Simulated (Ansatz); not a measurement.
## Eu2O3 in Ansatz: the effect of fixed moment

Eu2O3:

```xyz
5
Lattice="3.7883 0.0000 0.0000 -1.8941 3.2808 0.0000 0.0000 0.0000 5.8208" Properties=species:S:1:pos:R:3 pbc="T T T"
Eu    0.0000    2.1872    1.4112
Eu    1.8941    1.0936    4.4096
O     0.0000    2.1872    3.7900
O     1.8941    1.0936    2.0309
O     0.0000    0.0000    0.0000
```

Measurements of this composition are mostly on another form, of space group No. 206.

Alike in all runs:

| Quantity | Value |
| --- | --- |
| Program | Ansatz 0.2.0 |
| Task | single point |
| Functional | PBEsol |
| Potentials or basis | Ansatz PAW |
| Cutoff | 420 eV (not typed: the program's choice for these potentials) |
| k mesh | 7 × 7 × 4 |
| Occupations | fermi-dirac, width 0.05 eV |

Problem. One run gave: energy over the lowest run 913.9 meV/atom; pressure -7.1 GPa; largest force 0.46 eV/Å. Which fixed moment did it use?
A. 7
B. 17.5
C. 0
D. 10.5
E. 14

Solution. A.

| fixed moment | spin | starting moments | energy over the lowest run (meV/atom) | pressure (GPa) | largest force (eV/Å) |
| --- | --- | --- | --- | --- | --- |
| 0 | collinear spin, program default start | - | 2059.4 | -12.2 | 0.67 |
| 3.5 | collinear spin, ferromagnetic start | [1.75, 1.75, 0.0, 0.0, 0.0] μB | 1249.8 | -7.4 | 0.35 |
| 7 | collinear spin, ferromagnetic start | [3.5, 3.5, 0.0, 0.0, 0.0] μB | 913.9 | -7.1 | 0.46 |
| 10.5 | collinear spin, ferromagnetic start | [5.25, 5.25, 0.0, 0.0, 0.0] μB | 81.1 | -6.2 | 0.36 |
| 14 | collinear spin, ferromagnetic start | [7.0, 7.0, 0.0, 0.0, 0.0] μB | 0.0 | 4.0 | 0.21 |
| 17.5 | collinear spin, ferromagnetic start | [8.75, 8.75, 0.0, 0.0, 0.0] μB | 1738.3 | 17.4 | 0.81 |
| 21 | collinear spin, ferromagnetic start | [10.5, 10.5, 0.0, 0.0, 0.0] μB | 4426.3 | 32.8 | 2.53 |
| 28 | collinear spin, ferromagnetic start | [14.0, 14.0, 0.0, 0.0, 0.0] μB | 11883.6 | 72.4 | 2.52 |

Caveats: the total moment is fixed, so each spin has its own Fermi level; the PAW data sets come from PBE, with cores solved anew for the run's functional, which leaves a small shift of forces and pressure; the thresholds are loose for stress; a pressure of tens of GPa on the cell as given is suspect, and the run, the potentials or the cell itself is likely at fault (some runs); forces of over 1 eV/Å show positions far from the minimum, so gaps and moduli don't describe the material at rest (some runs).
